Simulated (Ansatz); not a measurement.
# Nickel, omega (AlB2-type) under LDA: structure, energy and stiffness, part 2 of 2

What does LDA give for nickel in the omega (AlB2-type) structure? We relax it, solve it on a dense k-mesh, then scale the cell to 7 volumes from 88 to 112 % of the relaxed one and try a fit of the equation of state. The start is ferromagnetic. The k-meshes are 9×9×13 for the relaxation; 12×12×18 for the dense run; 11×11×15 for the volumes.

Ansatz 0.2.0; DFT, LDA (PW92), plane waves (420 eV) with PAW, scalar-relativistic. Earlier steps stand in the parts before.

**6. Volume × 0.96**

Contents of input.yaml:

```yaml
crystal:
  lattice:
    - [3.8311600478, 0.0, 0.0]
    - [-1.9155800239, 3.3178819274, 0.0]
    - [0.0, 0.0, 2.3170250493]
  atoms:
    - { symbol: Ni, position: [1.0, 1.0, 1.0], spin: 0.572 }
    - { symbol: Ni, position: [0.3333333333, 0.6666666667, 0.5], spin: 0.612 }
    - { symbol: Ni, position: [0.6666666667, 0.3333333333, 0.5], spin: 0.612 }
hamiltonian:
  xc: lda
  pseudopotentials:
    kind: paw
    azcp:
      Ni: "pseudopotentials/Ni.paw.azcp"
basis:
  ecutwfc: 420
  fft_grid_basis: typed
kpoints:
  mp_grid: { grid: [11, 11, 15], shift: [0, 0, 0] }
magnetization:
  spin_polarized: true
scf:
  occupations: { method: fermi_dirac, width: 0.05 }
  lower_state_search: "off"
output:
  stress: true
```

Standard output, shortened:

```text
Warning: <dir> the record states the generating functional pbe (its physics header spells it `PBE`), which answers neither for hamiltonian.xc's functional nor for the lda family's — results may be inconsistent (PPs are generated against a specific XC)
Warning: RAYON_NUM_THREADS=2 ignored (pool sized by the plan → 2); use --threads N
[...]
Pseudopotentials: kind: paw
Pseudopotential: Ni, paw, valence charge 18, recommended cutoff 420 eV (normal), <dir>
Functional definition: SPW92
[...]
Crystal: 3 atoms, lattice volume = 29.452 Å³
Basis set: ecut = 420 eV, 583 PW (Γ)
Bands: 34, of which v1, the nominal top of the filled ones, is band 27 counted from 1 (26 counted from 0)
Symmetry: 24 space group operations
Space group: P6/mmm (ITA 191), of the structure as read, at distance tolerance 3.1e-5 Å
Magnetic group: BNS 191.233 (UNI 1463), of the structure as read, at distance tolerance 3.1e-5 Å
k-points: 128 of 1815
[...]
Starting moments: Σ|m| = 1.796 μB on 3 of 3 sites
[...]
spin-set hold released at iteration 11 (site moments contracting): the magnetisation degrees of freedom join the quasi-Newton model from the next iteration; the mixer history was flushed
[...]
SCF iter  21: F=-17319.703060 eV  HF=-17319.703060 eV  |F-HF|=1.99e-8  |Δ(HF+E_count)|=   1.92e-9  Δρ=9.27e-6 (↑1.59e-6 ↓9.27e-6)  dr2=2.15e-8  dr2_m=5.95e-9  M=1.635 μB ∫|m|=1.774 μB  ethr=1.85e-10  ⟨swp⟩=3.2  Hψ=23939  notcnv=0
[...]
SCF converged after 21 iterations
Magnetization: 1.6349 μB (27.8174 up, 26.1826 down)
Absolute magnetization: 1.7762 μB (∫|ρ↑−ρ↓|, with the PAW one-centre terms)
Spin contamination: 0.0089 ħ² per cell (⟨S²⟩ above its minimum at these occupations)
Per-site moments (μB) at R_I (Å): [(0.5591260636946884, 0.9557728328362501), (0.5702119774818746, 0.9124175300293357), (0.5702119774818747, 0.9124175300293357)]
Free energy (F): -17319.703060 eV
[...]
E sigma→0 (E₀):  -17319.678941 eV
Entropy (-TS):   -0.048238 eV (-16.079 meV/atom)
Fermi energy:    20.156453 eV
[...]
--- Stress (GPa, compression-positive) ---
       11.028626       0.000000       0.000000
        0.000000      11.028626       0.000000
        0.000000       0.000000      10.303317
  P = ⅓ Tr σ = 10.7869 GPa (107.869 kbar)
```

Wall time 17 s (2 threads of an x86-64 CPU, shared host); peak memory 0.5 GiB.

**7. Volume × 1.0**

input.yaml: that of step 6 with these lines changed.

```diff
@@ -2,5 +2,5 @@
   lattice:
-    - [3.8311600478, 0.0, 0.0]
-    - [-1.9155800239, 3.3178819274, 0.0]
-    - [0.0, 0.0, 2.3170250493]
+    - [3.8836482147, 0.0, 0.0]
+    - [-1.9418241073, 3.3633380133, 0.0]
+    - [0.0, 0.0, 2.3487690631]
   atoms:
@@ -27 +27,5 @@
   stress: true
+  write_density: true
+  write_potential: true
+  elf: true
+  volumetric_format: npy
```

Standard output, shortened:

```text
Warning: <dir> the record states the generating functional pbe (its physics header spells it `PBE`), which answers neither for hamiltonian.xc's functional nor for the lda family's — results may be inconsistent (PPs are generated against a specific XC)
Warning: RAYON_NUM_THREADS=2 ignored (pool sized by the plan → 2); use --threads N
[...]
Pseudopotentials: kind: paw
Pseudopotential: Ni, paw, valence charge 18, recommended cutoff 420 eV (normal), <dir>
Functional definition: SPW92
[...]
Crystal: 3 atoms, lattice volume = 30.680 Å³
Basis set: ecut = 420 eV, 619 PW (Γ)
Bands: 34, of which v1, the nominal top of the filled ones, is band 27 counted from 1 (26 counted from 0)
Symmetry: 24 space group operations
Space group: P6/mmm (ITA 191), of the structure as read, at distance tolerance 3.1e-5 Å
Magnetic group: BNS 191.233 (UNI 1463), of the structure as read, at distance tolerance 3.1e-5 Å
k-points: 128 of 1815
[...]
Starting moments: Σ|m| = 1.796 μB on 3 of 3 sites
[...]
SCF iter  20: F=-17319.742633 eV  HF=-17319.742633 eV  |F-HF|=2.68e-9  |Δ(HF+E_count)|=  8.37e-10  Δρ=2.50e-6 (↑7.42e-7 ↓2.50e-6)  dr2=2.84e-9  dr2_m=2.24e-10  M=1.731 μB ∫|m|=1.886 μB  ethr=3.80e-11  ⟨swp⟩=5.4  Hψ=45742  notcnv=0
[...]
SCF converged after 20 iterations
an eigenvalue changed by more than its tolerance at an iteration that met the thresholds in force, so the SCF went on 1 time: the last check found none over its tolerance
Magnetization: 1.7313 μB (27.8656 up, 26.1344 down)
Absolute magnetization: 1.8877 μB (∫|ρ↑−ρ↓|, with the PAW one-centre terms)
Spin contamination: 0.0106 ħ² per cell (⟨S²⟩ above its minimum at these occupations)
Per-site moments (μB) at R_I (Å): [(0.5816929465868121, 0.96886723852875), (0.6108114773475909, 0.9249179536564388), (0.6108114773475913, 0.9249179536564388)]
Free energy (F): -17319.742633 eV
[...]
E sigma→0 (E₀):  -17319.717752 eV
Entropy (-TS):   -0.049763 eV (-16.588 meV/atom)
Fermi energy:    19.150302 eV
[...]
--- Stress (GPa, compression-positive) ---
       -0.060546      -0.000000       0.000000
       -0.000000      -0.060546       0.000000
        0.000000       0.000000       0.005114
  P = ⅓ Tr σ = -0.0387 GPa (-0.387 kbar)
--- Band table (eV; the first three rows and the last of 256) ---
[...]
```

Wall time 18 s (2 threads of an x86-64 CPU, shared host); peak memory 0.52 GiB.

Density in a lattice plane of the grid's cell (edges 3.88 and 3.88 Å, at 0.500 of the third edge), which holds Ni. It is the smooth density of the valence electrons, not physical close to the nuclei.

Ten even steps from ' ' (0.27 e/Å³) to '@' (53.80 e/Å³):
```
                                                
                                                
                                                
                ........                        
              ::==++==::                        
          ..::**@@%%++::                        
          ::++@@@@##--..                        
        ..::++**++--..                          
          ..::::....                            
                                                
                              ....::::..        
                            ..--++**++::..      
                          ..--##@@@@++::        
                          ::++%%@@**::..        
                          ::==++==::            
                          ........              
                                                
                                                
                                                
                                                
```
Columns run along the first of these edges and rows up along the second, over one cell in 24 and 20 even steps from the bottom left corner. Atoms in the plane (fractional): Ni at (0.33, 0.67), Ni at (0.67, 0.33).

Spin density (up less down) in a lattice plane of the grid's cell (edges 3.88 and 3.88 Å, at 0.500 of the third edge), which holds Ni.

Ten even steps from '0' (-0.01 e/Å³) to '9' (2.32 e/Å³):
```
000000000000000000000000
000000000000000000000000
000000000000000000000000
000000001111000000000000
000000124542100000000000
000001269852000000000000
000002599741000000000000
000012565310000000000000
000001222100000000000000
000000100000000000100000
000000000000000122210000
000000000000001356521000
000000000000014799520000
000000000000025896210000
000000000000124542100000
000000000000011110000000
000000000000000000000000
000000000000000000000000
000000000000000000000000
000000000000000000000000
```
Columns run along the first of these edges and rows up along the second, over one cell in 24 and 20 even steps from the bottom left corner. Atoms in the plane (fractional): Ni at (0.33, 0.67), Ni at (0.67, 0.33).

**8. Volume × 1.04**

input.yaml: that of step 7 with these lines changed.

```diff
@@ -2,5 +2,5 @@
   lattice:
-    - [3.8836482147, 0.0, 0.0]
-    - [-1.9418241073, 3.3633380133, 0.0]
-    - [0.0, 0.0, 2.3487690631]
+    - [3.9347547099, 0.0, 0.0]
+    - [-1.9673773549, 3.4075975364, 0.0]
+    - [0.0, 0.0, 2.3796774637]
   atoms:
@@ -27,5 +27 @@
   stress: true
-  write_density: true
-  write_potential: true
-  elf: true
-  volumetric_format: npy
```

Standard output, shortened:

```text
Warning: <dir> the record states the generating functional pbe (its physics header spells it `PBE`), which answers neither for hamiltonian.xc's functional nor for the lda family's — results may be inconsistent (PPs are generated against a specific XC)
Warning: RAYON_NUM_THREADS=2 ignored (pool sized by the plan → 2); use --threads N
[...]
Pseudopotentials: kind: paw
Pseudopotential: Ni, paw, valence charge 18, recommended cutoff 420 eV (normal), <dir>
Functional definition: SPW92
[...]
Crystal: 3 atoms, lattice volume = 31.907 Å³
Basis set: ecut = 420 eV, 619 PW (Γ)
Bands: 34, of which v1, the nominal top of the filled ones, is band 27 counted from 1 (26 counted from 0)
Symmetry: 24 space group operations
Space group: P6/mmm (ITA 191), of the structure as read, at distance tolerance 3.2e-5 Å
Magnetic group: BNS 191.233 (UNI 1463), of the structure as read, at distance tolerance 3.2e-5 Å
k-points: 128 of 1815
[...]
Starting moments: Σ|m| = 1.796 μB on 3 of 3 sites
[...]
SCF iter  20: F=-17319.708067 eV  HF=-17319.708067 eV  |F-HF|=1.68e-9  |Δ(HF+E_count)|=  8.04e-10  Δρ=2.57e-6 (↑3.10e-7 ↓2.57e-6)  dr2=1.79e-9  dr2_m=4.34e-10  M=1.798 μB ∫|m|=1.966 μB  ethr=4.57e-11  ⟨swp⟩=2.0  Hψ=22374  notcnv=0
[...]
SCF converged after 20 iterations
an eigenvalue changed by more than its tolerance at an iteration that met the thresholds in force, so the SCF went on 1 time: the last check found none over its tolerance
Magnetization: 1.7982 μB (27.8991 up, 26.1009 down)
Absolute magnetization: 1.9675 μB (∫|ρ↑−ρ↓|, with the PAW one-centre terms)
Spin contamination: 0.0122 ħ² per cell (⟨S²⟩ above its minimum at these occupations)
Per-site moments (μB) at R_I (Å): [(0.5996612872944628, 0.9816169537762502), (0.6384648469216743, 0.9370893225146569), (0.6384648469216743, 0.9370893225146569)]
Free energy (F): -17319.708067 eV
[...]
E sigma→0 (E₀):  -17319.682357 eV
Entropy (-TS):   -0.051420 eV (-17.140 meV/atom)
Fermi energy:    18.221197 eV
[...]
--- Stress (GPa, compression-positive) ---
       -8.840078      -0.000000      -0.000000
       -0.000000      -8.840078      -0.000000
       -0.000000      -0.000000      -8.283172
  P = ⅓ Tr σ = -8.6544 GPa (-86.544 kbar)
```

Wall time 20 s (2 threads of an x86-64 CPU, shared host); peak memory 0.5 GiB.

**9. Volume × 1.08**

input.yaml: that of step 8 with these lines changed.

```diff
@@ -2,5 +2,5 @@
   lattice:
-    - [3.9347547099, 0.0, 0.0]
-    - [-1.9673773549, 3.4075975364, 0.0]
-    - [0.0, 0.0, 2.3796774637]
+    - [3.9845670195, 0.0, 0.0]
+    - [-1.9922835097, 3.450736262, 0.0]
+    - [0.0, 0.0, 2.4098031614]
   atoms:
@@ -27 +27,5 @@
   stress: true
+  write_density: true
+  write_potential: true
+  elf: true
+  volumetric_format: npy
```

Standard output, shortened:

```text
Warning: <dir> the record states the generating functional pbe (its physics header spells it `PBE`), which answers neither for hamiltonian.xc's functional nor for the lda family's — results may be inconsistent (PPs are generated against a specific XC)
Warning: RAYON_NUM_THREADS=2 ignored (pool sized by the plan → 2); use --threads N
[...]
Pseudopotentials: kind: paw
Pseudopotential: Ni, paw, valence charge 18, recommended cutoff 420 eV (normal), <dir>
Functional definition: SPW92
[...]
Crystal: 3 atoms, lattice volume = 33.134 Å³
Basis set: ecut = 420 eV, 657 PW (Γ)
Bands: 34, of which v1, the nominal top of the filled ones, is band 27 counted from 1 (26 counted from 0)
Symmetry: 24 space group operations
Space group: P6/mmm (ITA 191), of the structure as read, at distance tolerance 3.2e-5 Å
Magnetic group: BNS 191.233 (UNI 1463), of the structure as read, at distance tolerance 3.2e-5 Å
k-points: 128 of 1815
[...]
Starting moments: Σ|m| = 1.796 μB on 3 of 3 sites
[...]
SCF iter  20: F=-17319.614557 eV  HF=-17319.614557 eV  |F-HF|=1.15e-8  |Δ(HF+E_count)|=   6.12e-9  Δρ=5.68e-6 (↑9.63e-7 ↓5.68e-6)  dr2=1.20e-8  dr2_m=1.87e-9  M=1.847 μB ∫|m|=2.026 μB  ethr=1.85e-10  ⟨swp⟩=5.8  Hψ=48523  notcnv=0
[...]
SCF converged after 20 iterations
Magnetization: 1.8471 μB (27.9235 up, 26.0765 down)
Absolute magnetization: 2.0274 μB (∫|ρ↑−ρ↓|, with the PAW one-centre terms)
Spin contamination: 0.0136 ħ² per cell (⟨S²⟩ above its minimum at these occupations)
Per-site moments (μB) at R_I (Å): [(0.6152902753677836, 0.9940438040775001), (0.6578601480442903, 0.9489524720456887), (0.6578601480442907, 0.9489524720456887)]
Free energy (F): -17319.614557 eV
[...]
E sigma→0 (E₀):  -17319.587854 eV
Entropy (-TS):   -0.053406 eV (-17.802 meV/atom)
Fermi energy:    17.360976 eV
[...]
--- Stress (GPa, compression-positive) ---
      -15.779189       0.000000       0.000000
        0.000000     -15.779189       0.000000
        0.000000       0.000000     -14.914085
  P = ⅓ Tr σ = -15.4908 GPa (-154.908 kbar)
--- Band table (eV; the first three rows and the last of 256) ---
[...]
```

Run time: 25 s. Hardware: 2 threads of an x86-64 CPU, shared host; peak memory 0.52 GiB.

**10. Volume × 1.12**

input.yaml: that of step 9 with these lines changed.

```diff
@@ -2,5 +2,5 @@
   lattice:
-    - [3.9845670195, 0.0, 0.0]
-    - [-1.9922835097, 3.450736262, 0.0]
-    - [0.0, 0.0, 2.4098031614]
+    - [4.0331640897, 0.0, 0.0]
+    - [-2.0165820448, 3.4928225593, 0.0]
+    - [0.0, 0.0, 2.4391939014]
   atoms:
```

Standard output, shortened:

```text
Warning: <dir> the record states the generating functional pbe (its physics header spells it `PBE`), which answers neither for hamiltonian.xc's functional nor for the lda family's — results may be inconsistent (PPs are generated against a specific XC)
Warning: RAYON_NUM_THREADS=2 ignored (pool sized by the plan → 2); use --threads N
[...]
Pseudopotentials: kind: paw
Pseudopotential: Ni, paw, valence charge 18, recommended cutoff 420 eV (normal), <dir>
Functional definition: SPW92
[...]
Crystal: 3 atoms, lattice volume = 34.361 Å³
Basis set: ecut = 420 eV, 669 PW (Γ)
Bands: 34, of which v1, the nominal top of the filled ones, is band 27 counted from 1 (26 counted from 0)
Symmetry: 24 space group operations
Space group: P6/mmm (ITA 191), of the structure as read, at distance tolerance 3.3e-5 Å
Magnetic group: BNS 191.233 (UNI 1463), of the structure as read, at distance tolerance 3.3e-5 Å
k-points: 128 of 1815
[...]
Starting moments: Σ|m| = 1.796 μB on 3 of 3 sites
[...]
SCF iter  21: F=-17319.474396 eV  HF=-17319.474396 eV  |F-HF|=1.31e-10  |Δ(HF+E_count)|=   3.04e-9  Δρ=4.38e-7 (↑4.38e-7 ↓4.19e-7)  dr2=1.40e-10  dr2_m=1.21e-11  M=1.887 μB ∫|m|=2.076 μB  ethr=1.62e-10  ⟨swp⟩=5.5  Hψ=47487  notcnv=0
[...]
SCF converged after 21 iterations
Magnetization: 1.8871 μB (27.9435 up, 26.0565 down)
Absolute magnetization: 2.0779 μB (∫|ρ↑−ρ↓|, with the PAW one-centre terms)
Spin contamination: 0.0150 ħ² per cell (⟨S²⟩ above its minimum at these occupations)
Per-site moments (μB) at R_I (Å): [(0.6296692164237538, 1.0061674843275001), (0.6732520791440066, 0.960526203809059), (0.6732520791440069, 0.960526203809059)]
Free energy (F): -17319.474396 eV
[...]
E sigma→0 (E₀):  -17319.446548 eV
Entropy (-TS):   -0.055697 eV (-18.566 meV/atom)
Fermi energy:    16.562750 eV
[...]
--- Stress (GPa, compression-positive) ---
      -21.242388      -0.000000       0.000000
       -0.000000     -21.242388       0.000000
        0.000000       0.000000     -20.171962
  P = ⅓ Tr σ = -20.8856 GPa (-208.856 kbar)
--- Band table (eV; the first three rows and the last of 256) ---
[...]
```

It took 26 s on 2 threads of an x86-64 CPU, shared host; peak memory 0.53 GiB.

**11. Energy and pressure against volume**

All volumes keep the relaxed shape and fractional coordinates.

```tsv
V (Å³/atom)	E − E₀ (meV/atom)	P from the stress (GPa)	P from the fit (GPa)	largest moment (μB)
8.999	139.9	41.68	41.46	0.49
9.408	56.9	24.42	24.29	0.53
9.817	12.9	10.79	10.67	0.57
10.227	0.0	-0.04	-0.15	0.61
10.636	11.8	-8.65	-8.76	0.64
11.045	43.3	-15.49	-15.63	0.66
11.454	90.4	-20.89	-21.09	0.67
```

A third-order Birch-Murnaghan fit gives V₀ = 10.220 Å³/atom, B₀ = 242 GPa and B₀′ = 4.7; it misses no point by more than 0.02 meV/atom.

Fit and stress differ a little: one follows E(σ → 0), the other the smeared free energy.

**12. Summary of results**

What follows sums up all 2 parts.

| quantity | value |
| --- | --- |
| space group (spins left aside) | P6/mmm (No. 191) |
| conventional cell | a = 3.884 Å, c = 2.349 Å (c/a = 0.605) |
| volume | 10.227 Å³/atom |
| shortest distance | 2.242 Å |
| gap on the mesh | none (levels filled in part) |
| magnetic state | ferromagnetic, up to 0.61 μB per atom |
| relative to fcc, ferromagnetic | +139 meV/atom |
| V₀, B₀, B₀′ | 10.220 Å³/atom, 242 GPa, 4.7 |

What this shows: The relaxation shrank the cell by 6.5 % in volume. Against the reference form of nickel (fcc, ferromagnetic, computed apart with the same settings) it stands 139 meV/atom higher. The final state is ferromagnetic (largest moment 0.61 μB). No gap shows: it is a metal or semimetal at this level. B₀ comes out at 242 GPa; letting shape and positions relax at each volume could only lower it. The symmetry was held, so the structure may be unstable against distortions that break it.
